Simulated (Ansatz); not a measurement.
# Preparing AlN (P6_3mc) as a host crystal, part 2 of 3

Aim: the runs on the perfect crystal AlN (P6_3mc) that a defect calculation needs first.

Ansatz 0.2.0; plane-wave PAW DFT, PBEsol; relaxation of the host's cell and atoms; PAW set soft_1 (the session's first sound run).

So far. Step 3 (Dielectric tensors of the host): The principal values of the electronic dielectric tensor are 4.50, 4.50 and 4.73. The principal values of the static dielectric tensor are 8.20, 8.20 and 9.74.

**4. Defect free supercell relaxed in its symmetry**

This cell, the one that will hold the defects, is built from the relaxed host. Its coarser k-points can move the atoms a little, so it is relaxed from the symmetric sites, as the reference for the test of stability.

This step: plane-wave PAW DFT, PBEsol; relaxation of the defect-free supercell in its symmetry; PAW set soft_1 (Ansatz 0.2.0).

System of this step: AlN (P6_3mc). The cell holds 128 atoms: 64 Al and 64 N. Cell: a = 14.686 Å, b = 14.686 Å, c = 11.753 Å, α = 125.1°, β = 125.1°, γ = 94.5°.

The input, pristine.symmetric/input.yaml:

```yaml
crystal:
  lattice:
    - [-9.3408221251, 5.3929260535, 9.9673535922]
    - [9.3408221251, -5.3929260535, 9.9673535922]
    - [3.1136073087, 5.3929261684, -9.9673535922]
  atoms:
    - { symbol: Al, position: [0.2080918742, 0.0414252076, 0.0] }
    - { symbol: Al, position: [0.2080918742, 0.2914252076, 0.25] }
    - { symbol: Al, position: [0.4580918742, 0.0414252076, 0.25] }
    - { symbol: Al, position: [0.4580918742, 0.2914252076, 0.0] }
    - { symbol: Al, position: [0.1664252076, 0.0830918742, 0.25] }
    - { symbol: Al, position: [0.1664252076, 0.3330918742, 0.0] }
    - { symbol: Al, position: [0.4164252076, 0.0830918742, 0.0] }
    - { symbol: Al, position: [0.4164252076, 0.3330918742, 0.25] }
    - { symbol: "N", position: [0.0535747924, 0.1369081258, 0.25] }
    - { symbol: "N", position: [0.0535747924, 0.3869081258, 0.0] }
    - { symbol: "N", position: [0.3035747924, 0.1369081258, 0.0] }
    - { symbol: "N", position: [0.3035747924, 0.3869081258, 0.25] }
    - { symbol: "N", position: [0.0119081258, 0.1785747924, 0.0] }
    - { symbol: "N", position: [0.0119081258, 0.4285747924, 0.25] }
    - { symbol: "N", position: [0.2619081258, 0.1785747924, 0.25] }
    - { symbol: "N", position: [0.2619081258, 0.4285747924, 0.0] }
    - { symbol: Al, position: [0.2080918742, 0.0414252076, 0.5] }
    - { symbol: Al, position: [0.2080918742, 0.2914252076, 0.75] }
    - { symbol: Al, position: [0.4580918742, 0.0414252076, 0.75] }
    - { symbol: Al, position: [0.4580918742, 0.2914252076, 0.5] }
    - { symbol: Al, position: [0.1664252076, 0.0830918742, 0.75] }
    - { symbol: Al, position: [0.1664252076, 0.3330918742, 0.5] }
    - { symbol: Al, position: [0.4164252076, 0.0830918742, 0.5] }
    - { symbol: Al, position: [0.4164252076, 0.3330918742, 0.75] }
    - { symbol: "N", position: [0.0535747924, 0.1369081258, 0.75] }
    - { symbol: "N", position: [0.0535747924, 0.3869081258, 0.5] }
    - { symbol: "N", position: [0.3035747924, 0.1369081258, 0.5] }
    - { symbol: "N", position: [0.3035747924, 0.3869081258, 0.75] }
    - { symbol: "N", position: [0.0119081258, 0.1785747924, 0.5] }
    - { symbol: "N", position: [0.0119081258, 0.4285747924, 0.75] }
    - { symbol: "N", position: [0.2619081258, 0.1785747924, 0.75] }
    - { symbol: "N", position: [0.2619081258, 0.4285747924, 0.5] }
    - { symbol: Al, position: [0.2080918742, 0.5414252076, 0.0] }
    - { symbol: Al, position: [0.2080918742, 0.7914252076, 0.25] }
    - { symbol: Al, position: [0.4580918742, 0.5414252076, 0.25] }
    - { symbol: Al, position: [0.4580918742, 0.7914252076, 0.0] }
    - { symbol: Al, position: [0.1664252076, 0.5830918742, 0.25] }
    - { symbol: Al, position: [0.1664252076, 0.8330918742, 0.0] }
    - { symbol: Al, position: [0.4164252076, 0.5830918742, 0.0] }
    - { symbol: Al, position: [0.4164252076, 0.8330918742, 0.25] }
    - { symbol: "N", position: [0.0535747924, 0.6369081258, 0.25] }
    - { symbol: "N", position: [0.0535747924, 0.8869081258, 0.0] }
    - { symbol: "N", position: [0.3035747924, 0.6369081258, 0.0] }
    - { symbol: "N", position: [0.3035747924, 0.8869081258, 0.25] }
    - { symbol: "N", position: [0.0119081258, 0.6785747924, 0.0] }
    - { symbol: "N", position: [0.0119081258, 0.9285747924, 0.25] }
    - { symbol: "N", position: [0.2619081258, 0.6785747924, 0.25] }
    - { symbol: "N", position: [0.2619081258, 0.9285747924, 0.0] }
    - { symbol: Al, position: [0.2080918742, 0.5414252076, 0.5] }
    - { symbol: Al, position: [0.2080918742, 0.7914252076, 0.75] }
    - { symbol: Al, position: [0.4580918742, 0.5414252076, 0.75] }
    - { symbol: Al, position: [0.4580918742, 0.7914252076, 0.5] }
    - { symbol: Al, position: [0.1664252076, 0.5830918742, 0.75] }
    - { symbol: Al, position: [0.1664252076, 0.8330918742, 0.5] }
    - { symbol: Al, position: [0.4164252076, 0.5830918742, 0.5] }
    - { symbol: Al, position: [0.4164252076, 0.8330918742, 0.75] }
    - { symbol: "N", position: [0.0535747924, 0.6369081258, 0.75] }
    - { symbol: "N", position: [0.0535747924, 0.8869081258, 0.5] }
    - { symbol: "N", position: [0.3035747924, 0.6369081258, 0.5] }
    - { symbol: "N", position: [0.3035747924, 0.8869081258, 0.75] }
    - { symbol: "N", position: [0.0119081258, 0.6785747924, 0.5] }
    - { symbol: "N", position: [0.0119081258, 0.9285747924, 0.75] }
    - { symbol: "N", position: [0.2619081258, 0.6785747924, 0.75] }
    - { symbol: "N", position: [0.2619081258, 0.9285747924, 0.5] }
    - { symbol: Al, position: [0.7080918742, 0.0414252076, 0.0] }
    - { symbol: Al, position: [0.7080918742, 0.2914252076, 0.25] }
    - { symbol: Al, position: [0.9580918742, 0.0414252076, 0.25] }
    - { symbol: Al, position: [0.9580918742, 0.2914252076, 0.0] }
    - { symbol: Al, position: [0.6664252076, 0.0830918742, 0.25] }
    - { symbol: Al, position: [0.6664252076, 0.3330918742, 0.0] }
    - { symbol: Al, position: [0.9164252076, 0.0830918742, 0.0] }
    - { symbol: Al, position: [0.9164252076, 0.3330918742, 0.25] }
    - { symbol: "N", position: [0.5535747924, 0.1369081258, 0.25] }
    - { symbol: "N", position: [0.5535747924, 0.3869081258, 0.0] }
    - { symbol: "N", position: [0.8035747924, 0.1369081258, 0.0] }
    - { symbol: "N", position: [0.8035747924, 0.3869081258, 0.25] }
    - { symbol: "N", position: [0.5119081258, 0.1785747924, 0.0] }
    - { symbol: "N", position: [0.5119081258, 0.4285747924, 0.25] }
    - { symbol: "N", position: [0.7619081258, 0.1785747924, 0.25] }
    - { symbol: "N", position: [0.7619081258, 0.4285747924, 0.0] }
    - { symbol: Al, position: [0.7080918742, 0.0414252076, 0.5] }
    - { symbol: Al, position: [0.7080918742, 0.2914252076, 0.75] }
    - { symbol: Al, position: [0.9580918742, 0.0414252076, 0.75] }
    - { symbol: Al, position: [0.9580918742, 0.2914252076, 0.5] }
    - { symbol: Al, position: [0.6664252076, 0.0830918742, 0.75] }
    - { symbol: Al, position: [0.6664252076, 0.3330918742, 0.5] }
    - { symbol: Al, position: [0.9164252076, 0.0830918742, 0.5] }
    - { symbol: Al, position: [0.9164252076, 0.3330918742, 0.75] }
    - { symbol: "N", position: [0.5535747924, 0.1369081258, 0.75] }
    - { symbol: "N", position: [0.5535747924, 0.3869081258, 0.5] }
    - { symbol: "N", position: [0.8035747924, 0.1369081258, 0.5] }
    - { symbol: "N", position: [0.8035747924, 0.3869081258, 0.75] }
    - { symbol: "N", position: [0.5119081258, 0.1785747924, 0.5] }
    - { symbol: "N", position: [0.5119081258, 0.4285747924, 0.75] }
    - { symbol: "N", position: [0.7619081258, 0.1785747924, 0.75] }
    - { symbol: "N", position: [0.7619081258, 0.4285747924, 0.5] }
    - { symbol: Al, position: [0.7080918742, 0.5414252076, 0.0] }
    - { symbol: Al, position: [0.7080918742, 0.7914252076, 0.25] }
    - { symbol: Al, position: [0.9580918742, 0.5414252076, 0.25] }
    - { symbol: Al, position: [0.9580918742, 0.7914252076, 0.0] }
    - { symbol: Al, position: [0.6664252076, 0.5830918742, 0.25] }
    - { symbol: Al, position: [0.6664252076, 0.8330918742, 0.0] }
    - { symbol: Al, position: [0.9164252076, 0.5830918742, 0.0] }
    - { symbol: Al, position: [0.9164252076, 0.8330918742, 0.25] }
    - { symbol: "N", position: [0.5535747924, 0.6369081258, 0.25] }
    - { symbol: "N", position: [0.5535747924, 0.8869081258, 0.0] }
    - { symbol: "N", position: [0.8035747924, 0.6369081258, 0.0] }
    - { symbol: "N", position: [0.8035747924, 0.8869081258, 0.25] }
    - { symbol: "N", position: [0.5119081258, 0.6785747924, 0.0] }
    - { symbol: "N", position: [0.5119081258, 0.9285747924, 0.25] }
    - { symbol: "N", position: [0.7619081258, 0.6785747924, 0.25] }
    - { symbol: "N", position: [0.7619081258, 0.9285747924, 0.0] }
    - { symbol: Al, position: [0.7080918742, 0.5414252076, 0.5] }
    - { symbol: Al, position: [0.7080918742, 0.7914252076, 0.75] }
    - { symbol: Al, position: [0.9580918742, 0.5414252076, 0.75] }
    - { symbol: Al, position: [0.9580918742, 0.7914252076, 0.5] }
    - { symbol: Al, position: [0.6664252076, 0.5830918742, 0.75] }
    - { symbol: Al, position: [0.6664252076, 0.8330918742, 0.5] }
    - { symbol: Al, position: [0.9164252076, 0.5830918742, 0.5] }
    - { symbol: Al, position: [0.9164252076, 0.8330918742, 0.75] }
    - { symbol: "N", position: [0.5535747924, 0.6369081258, 0.75] }
    - { symbol: "N", position: [0.5535747924, 0.8869081258, 0.5] }
    - { symbol: "N", position: [0.8035747924, 0.6369081258, 0.5] }
    - { symbol: "N", position: [0.8035747924, 0.8869081258, 0.75] }
    - { symbol: "N", position: [0.5119081258, 0.6785747924, 0.5] }
    - { symbol: "N", position: [0.5119081258, 0.9285747924, 0.75] }
    - { symbol: "N", position: [0.7619081258, 0.6785747924, 0.75] }
    - { symbol: "N", position: [0.7619081258, 0.9285747924, 0.5] }
basis:
  ecutwfc: 420
  xc_grid: 2
hamiltonian:
  xc: pbesol
  pseudopotentials: { kind: paw, azcp: { folder: soft_1 }, xc_functional: pbe }
kpoints:
  mp_grid: { grid: [1, 1, 1] }
scf:
  occupations: { method: fermi_dirac, width: 0.01 }
  max_iter: 100
  lower_state_search: "off"
output:
  forces: true
relax:
  f_tol: 0.015
  max_steps: 60
  escape_saddle: false
checkpoint:
  write: "../pristine.symmetric.run"
  compress: false
  write_wavefunctions: false
  write_every: 100000
```

The run is started by

```bash
ansatz run input.yaml --threads 32 --pin off --max-ram 84787MiB --backend cuda --events-out ev --progress --plain --runs-dir out --max-vram 78GiB
```

Numbers of over 12 decimals in the logs are rounded to 6 here.

What it wrote:

```text
[...]
device memory: the entry about to start is reckoned to put 3.9 GiB on a device that reports 182.5 GiB free (of which the cap on the GPU budget leaves the run 78.0 GiB)
GPU FFT provider: cuFFT
GPU libraries: cuBLAS 13.8.1, cuFFT 12.4.0, cuSOLVER 12.3.2
GPU matrix products: emulated (plane waves: as basis.precision tells), large ones in fixed point in workspaces of 1.00 GiB
Crystal: 128 atoms, lattice volume = 1338.931 Å³
Basis set: ecut = 420 eV, 26161 PW (Γ), exchange–correlation on 200×200×160 points (8 copies of the dense FFT grid, shifted against one another)
Bands: 384, of which v1, the nominal top of the filled ones, is band 256 counted from 1 (255 counted from 0)
Symmetry: 128 space group operations
[...]
k-points: 1
[...]
GPU buffer pool allocated for 800000 grid points (all kernels)
GPU transforms: local potential and band sums: pruned to the plane-wave sphere, on 100×100×80
[...]
SCF iter   1: F=—  HF=-58067.939408 eV  |Δ(HF+E_count)|=         —  Δρ=1.31e-1  dr2=2.81e2  Hψ=1704
[...]
SCF iter   7: F=-57980.541176 eV  HF=-57980.541176 eV  |Δ(HF+E_count)|=   7.77e-6  Δρ=4.87e-6  dr2=2.40e-7  Hψ=900
SCF 1 converged in 7 iterations: F = -57980.541176 eV  dr2 = 2.40e-7
[...]
relax step   1: F+E_penalty+E_count = -57980.54117604 eV  Δ(F+E_penalty+E_count) = +0.000e0 eV  max|allowed force component| = 1.549e-2 eV/Å  Δτ_max = 0.0000 Å  (7 SCF iters, dr2 threshold 5.63e-6 eV, accepted)
[...]
SCF iter   6: F=-57980.542222 eV  HF=-57980.542222 eV  |Δ(HF+E_count)|=  6.40e-10  Δρ=5.66e-8  dr2=3.00e-11  Hψ=651
SCF 2 converged in 6 iterations: F = -57980.542222 eV  dr2 = 3.00e-11
relax step   2: F+E_penalty+E_count = -57980.54222247 eV  Δ(F+E_penalty+E_count) = -1.046e-3 eV  max|allowed force component| = 1.057e-2 eV/Å  Δτ_max = 0.0013 Å  (6 SCF iters, accepted)
SCF converged after 6 iterations
Free energy (F): -57980.542222 eV
[...]
Internal energy: -57980.542222 eV  (E = F + TS)
E sigma→0 (E₀):  -57980.542222 eV
Fermi energy:    9.092940 eV
[...]
--- Forces (eV/Å), atoms counted from 1 ---
  atom   1  Al    -0.00464506     0.00268183    -0.01056901
  atom   2  Al    -0.00464506     0.00268183    -0.01056901
  atom   3  Al    -0.00464506     0.00268183    -0.01056901
  atom   4  Al    -0.00464506     0.00268183    -0.01056901
  atom   5  Al     0.00464506    -0.00268183    -0.01056901
  atom   6  Al     0.00464506    -0.00268183    -0.01056901
  [... 122 more lines of this table ...]
  max |Σ_I F_I| component: 2.20e-6 eV/Å
--- Relaxed structure (2 steps of the walk, 2 accepted, 0 SCFs on fresh bases) ---
  F+E_penalty+E_count = -57980.54222247 eV   max|allowed force component| = 1.057e-2 eV/Å
  atoms:
    - { symbol: Al, position: [0.208036, 0.041466, -2.7755575615628914e-17] }
    - { symbol: Al, position: [0.208036, 0.291466, 0.250000] }
    - { symbol: Al, position: [0.458036, 0.041466, 0.250000] }
    - { symbol: Al, position: [0.458036, 0.291466, -6.938893903907228e-17] }
    - { symbol: Al, position: [0.166466, 0.083036, 0.250000] }
    - { symbol: Al, position: [0.166466, 0.333036, 2.7755575615628914e-17] }
  [... 122 more lines of this table ...]
```

Run time: 2 s. Hardware: 1 × NVIDIA GB200 with 32 threads of Arm Neoverse V2, shared host; peak memory 1.1 GiB.

Hardly anything moved in the relaxation; the energy changed by under 0.2 meV an atom.

**5. Defect free supercell relaxed from displaced atoms**

This step: plane-wave PAW DFT, PBEsol; relaxation of the defect-free supercell from random displacements, a test of the host's stability; PAW set soft_1 (Ansatz 0.2.0).

pristine.rattled/input.yaml, as its differences from pristine.symmetric/input.yaml of step 4:

```diff
@@ -150,6 +150,6 @@
   f_tol: 0.015
-  max_steps: 60
-  escape_saddle: false
+  max_steps: 120
+  random_displacement: { amplitude: 0.06, seed: 2434 }
 checkpoint:
-  write: "../pristine.symmetric.run"
+  write: "../pristine.rattled.run"
   compress: false
```

What it wrote:

```text
[...]
Crystal: 128 atoms, lattice volume = 1338.931 Å³
Basis set: ecut = 420 eV, 26161 PW (Γ), exchange–correlation on 200×200×160 points (8 copies of the dense FFT grid, shifted against one another)
Bands: 384, of which v1, the nominal top of the filled ones, is band 256 counted from 1 (255 counted from 0)
Symmetry: 1 space group operations
k-points: 1
[...]
SCF iter   1: F=—  HF=-58064.676147 eV  |Δ(HF+E_count)|=         —  Δρ=1.32e-1  dr2=2.85e2  Hψ=1654
[...]
SCF iter   2: F=—  HF=-57980.699467 eV  |Δ(HF+E_count)|=    8.40e1  Δρ=4.53e-2  dr2=1.56e1  Hψ=862
[...]
SCF iter   7: F=-57976.075000 eV  HF=-57976.075001 eV  |Δ(HF+E_count)|=   3.20e-6  Δρ=1.39e-5  dr2=2.44e-6  Hψ=1146
SCF 1 converged in 7 iterations: F = -57976.075000 eV  dr2 = 2.44e-6
[...]
relax step   1: F+E_penalty+E_count = -57976.07499969 eV  Δ(F+E_penalty+E_count) = +0.000e0 eV  max|allowed force component| = 2.157e0 eV/Å  Δτ_max = 0.0000 Å  (7 SCF iters, dr2 threshold 5.63e-6 eV, accepted)
[...]
relax step   2: F+E_penalty+E_count = -57979.14668467 eV  Δ(F+E_penalty+E_count) = -3.072e0 eV  max|allowed force component| = 1.259e0 eV/Å  Δτ_max = 0.0554 Å  (6 SCF iters, dr2 threshold 1.00e-4 eV, accepted)
relax step   3: F+E_penalty+E_count = -57980.54231170 eV  Δ(F+E_penalty+E_count) = -1.396e0 eV  max|allowed force component| = 1.703e-2 eV/Å  Δτ_max = 0.0528 Å  (5 SCF iters, dr2 threshold 9.91e-5 eV, accepted)
relax step   4: F+E_penalty+E_count = -57980.54232558 eV  Δ(F+E_penalty+E_count) = -1.388e-5 eV  max|allowed force component| = 1.721e-2 eV/Å  Δτ_max = 0.0000 Å  (4 SCF iters, accepted)
relax step   5: F+E_penalty+E_count = -57980.54180947 eV  Δ(F+E_penalty+E_count) = +5.161e-4 eV  max|allowed force component| = 1.751e-2 eV/Å  Δτ_max = 0.0032 Å  (5 SCF iters, rejected (line search))
[...]
SCF iter   1: F=—  HF=-57980.543443 eV  |Δ(HF+E_count)|=         —  Δρ=2.54e-4  dr2=1.01e-3  Hψ=710
[...]
SCF iter   5: F=-57980.542676 eV  HF=-57980.542676 eV  |Δ(HF+E_count)|=   3.18e-7  Δρ=1.86e-6  dr2=2.55e-8  Hψ=1136
SCF 6 converged in 5 iterations: F = -57980.542676 eV  dr2 = 2.55e-8
[...]
relax step   6: F+E_penalty+E_count = -57980.54267592 eV  Δ(F+E_penalty+E_count) = -3.503e-4 eV  max|allowed force component| = 3.611e-3 eV/Å  Δτ_max = 0.0016 Å  (5 SCF iters, accepted)
SCF converged after 5 iterations
Free energy (F): -57980.542676 eV
[...]
Internal energy: -57980.542676 eV  (E = F + TS)
E sigma→0 (E₀):  -57980.542676 eV
Fermi energy:    9.094426 eV
[...]
--- Forces (eV/Å), atoms counted from 1 ---
  atom   1  Al    -0.00105328    -0.00048464    -0.00219741
  atom   2  Al    -0.00219725     0.00015908     0.00105761
  atom   3  Al     0.00052544    -0.00018692    -0.00016346
  atom   4  Al    -0.00184596     0.00153385    -0.00019677
  atom   5  Al    -0.00320454     0.00121578     0.00075260
  atom   6  Al     0.00349389     0.00128051    -0.00048650
  [... 122 more lines of this table ...]
  max |Σ_I F_I| component: 1.03e-5 eV/Å
--- Relaxed structure (6 steps of the walk, 5 accepted, 0 SCFs on fresh bases) ---
  F+E_penalty+E_count = -57980.54267592 eV   max|allowed force component| = 3.611e-3 eV/Å
  atoms:
    - { symbol: Al, position: [0.208198, 0.041294, 0.000257] }
    - { symbol: Al, position: [0.208188, 0.291297, 0.250257] }
    - { symbol: Al, position: [0.458206, 0.041294, 0.250269] }
    - { symbol: Al, position: [0.458190, 0.291287, 0.000244] }
    - { symbol: Al, position: [0.166622, 0.082836, 0.250240] }
    - { symbol: Al, position: [0.166639, 0.332831, 0.000232] }
  [... 122 more lines of this table ...]
```

Run time: 4.7 s. Hardware: 1 × NVIDIA GB200 with 32 threads; peak memory 1.1 GiB.

Step by step:

```
step  energy less that of the first step (eV)  largest force component (eV/Å)
   1                                   0.0000                          2.1570
   2                                  -3.0717                          1.2591
   3                                  -4.4673                          0.0170
   4                                  -4.4673                          0.0172
   5                                  -4.4668                          0.0175
   6                                  -4.4677                          0.0036
```

Relaxation step 5 was tried and not accepted.

The relaxation ends 35 meV an atom lower than the displaced start, with a largest force component of 0.0036 eV/Å.

**6. Host on a dense mesh**

This step: plane-wave PAW DFT, PBEsol; single point of the defect-free host, a test of the k-point sampling; PAW set soft_1 (Ansatz 0.2.0).

System of this step: AlN (P6_3mc). It takes space group P6_3mc (No. 186, hexagonal). Conventional cell: a = 3.114 Å, b = 3.114 Å, c = 4.984 Å, α = 90.00°, β = 90.00°, γ = 120.00°. Nearest to Al lie 4 N at 1.89 to 1.90 Å. Nearest to N lie 4 Al at 1.89 to 1.90 Å. Farther neighbours and most contacts between anions are not listed.

The input, dense/input.yaml:

```yaml
crystal:
  lattice:
    - [3.1136073585, 2.87e-08, 0.0]
    - [-1.5568037041, 2.6964630555, 0.0]
    - [0.0, 0.0, 4.9836767961]
  atoms:
    - { symbol: Al, position: [0.6666666667, 0.3333333333, 0.4990341637] }
    - { symbol: Al, position: [0.3333333333, 0.6666666667, 0.9990341637] }
    - { symbol: "N", position: [0.6666666667, 0.3333333333, 0.8809658363] }
    - { symbol: "N", position: [0.3333333333, 0.6666666667, 0.3809658363] }
basis:
  ecutwfc: 420
  xc_grid: 2
hamiltonian:
  xc: pbesol
  pseudopotentials: { kind: paw, azcp: { folder: soft_1 }, xc_functional: pbe }
kpoints:
  mp_grid: { grid: [10, 10, 6] }
scf:
  occupations: { method: fermi_dirac, width: 0.01 }
  max_iter: 100
  lower_state_search: "off"
checkpoint:
  write: "../dense.run"
  compress: false
  write_wavefunctions: false
  write_every: 100000
```

What it wrote:

```text
[...]
GPU FFT provider: cuFFT
GPU libraries: cuBLAS 13.8.1, cuFFT 12.4.0, cuSOLVER 12.3.2
[...]
Crystal: 4 atoms, lattice volume = 41.842 Å³
Basis set: ecut = 420 eV, 809 PW (Γ), exchange–correlation on 48×48×72 points (8 copies of the dense FFT grid, shifted against one another)
Bands: 12, of which v1, the nominal top of the filled ones, is band 8 counted from 1 (7 counted from 0)
Symmetry: 12 space group operations
[...]
k-points: 56 of 600 (time reversal used)
[...]
GPU buffer pool allocated for 20736 grid points (all kernels)
[...]
SCF iter   1: F=—  HF=-1814.635047 eV  |Δ(HF+E_count)|=         —  Δρ=1.30e-1  dr2=8.74e0  Hψ=4193
[...]
SCF iter   6: F=-1811.925428 eV  HF=-1811.925428 eV  |Δ(HF+E_count)|=   6.65e-8  Δρ=5.92e-6  dr2=1.40e-8  Hψ=1355
SCF 1 converged in 6 iterations: F = -1811.925428 eV  dr2 = 1.40e-8
[...]
SCF converged after 6 iterations
Free energy (F): -1811.925428 eV
[...]
Internal energy: -1811.925428 eV  (E = F + TS)
E sigma→0 (E₀):  -1811.925428 eV
Fermi energy:    9.081922 eV
[...]
```

Elapsed: 0.87 s, on 1 × NVIDIA GB200 with 32 threads; peak memory 0.91 GiB.

(Part 2 of 3 ends here.)

[Logs are printed without paths, hosts, clocks, repeated set-up lines and the standing remarks that a program may print on its own settings, such as how far it seeks lower states.]

[Hosts, paths, dates, database ids (printed as entryN), source tags and the programs' standing remarks are cut or masked in the printed files.]

[Runs of the host that timed out are not shown.]

[For some hosts the program warned that the k-mesh of the response run may be too coarse for force constants and the static dielectric constant; such warnings are not always shown.]
